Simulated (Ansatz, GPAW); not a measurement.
**One calculation of HfN, 3 ways**

```xyz
2
Lattice="0.0000 2.2560 2.2560 2.2560 0.0000 2.2560 2.2560 2.2560 0.0000" Properties=species:S:1:pos:R:3 pbc="T T T"
Hf    0.0000    0.0000    0.0000
N     2.2560    2.2560    2.2560
```

Alike in all runs: task band structure; functional revPBE; k mesh 10 × 10 × 10; occupations fermi-dirac, width 0.05 eV; no spin polarisation; no spin-orbit coupling. Pressure is positive in compression and, in plane waves, holds the error of the finite cutoff, which Ansatz's Pulay term estimates and takes out.

```csv
program and potentials,plane-wave cutoff (eV),notes,pressure (GPa)
"Ansatz, Ansatz PAW",420,"potentials made for PBE, which Ansatz adapts in part; 15.5 valence electrons an atom on average; Pulay term of +0.47 GPa included",10.00
"GPAW, the program's PAW data sets (release 1.2.1) made for this functional",800,8.5 valence electrons an atom on average,10.57
"Ansatz, all-electron LAPW, scalar-relativistic",-,-,?
```

**Question.** Estimate from the other rows what the run with Ansatz, all-electron LAPW, scalar-relativistic gave.

**Answer.** Pressure 10.03 GPa. The other rows, which needn't bracket it: pressure 10.00 to 10.57.
